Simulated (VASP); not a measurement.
Crystal: GaAs.

```
As Ga
1.0
     0.00000    2.82685    2.82685
     2.82685    0.00000    2.82685
     2.82685    2.82685    0.00000
As Ga
1 1
Cartesian
  4.2403 4.2403 4.2403
  0.0000 0.0000 0.0000
```

```yaml
Program: VASP 6.6.1
Task: relaxation of cell and atoms
Functional: HSE03
Potentials_or_basis: VASP PAW PBE potentials, release 64 (As, Ga_d)
Cutoff: 600 eV
k_mesh: 4 × 4 × 4
Occupations: fermi-dirac, width 0.05 eV
Spin: no spin polarisation
```

At the start: pressure 1.6 GPa; volume 22.59 Å³/atom.

Problem. Where does the relaxation end?

Solution. Over 5 steps the energy falls by 2.3 meV/atom and the volume is 23.07 Å³/atom (+2.1 %); space group F-43m (No. 216, to 0.05 Å).

The path:
```
step  energy change (eV)  largest force (eV/Å)  pressure (GPa)  volume (Å³)
   1              0.0000                0.0000            1.58        45.18
   2             -0.0032                0.0000           -0.85        46.65
   3             -0.0045                0.0000            0.08        46.12
   4             -0.0045                0.0000           -0.11        46.17
   5             -0.0045                0.0000            0.03        46.14
```

Final structure:
```
As Ga
1.0
     0.00000    2.84677    2.84677
     2.84677    0.00000    2.84677
     2.84677    2.84677    0.00000
As Ga
1 1
Direct
  0.75000 0.75000 0.75000
  0.00000 0.00000 0.00000
```

Caveat: the k mesh is coarse (spacing up to 0.48 Å⁻¹), so the values aren't converged, least of all with exact exchange; the PAW data sets were made with another functional, which shifts forces and pressure a little.
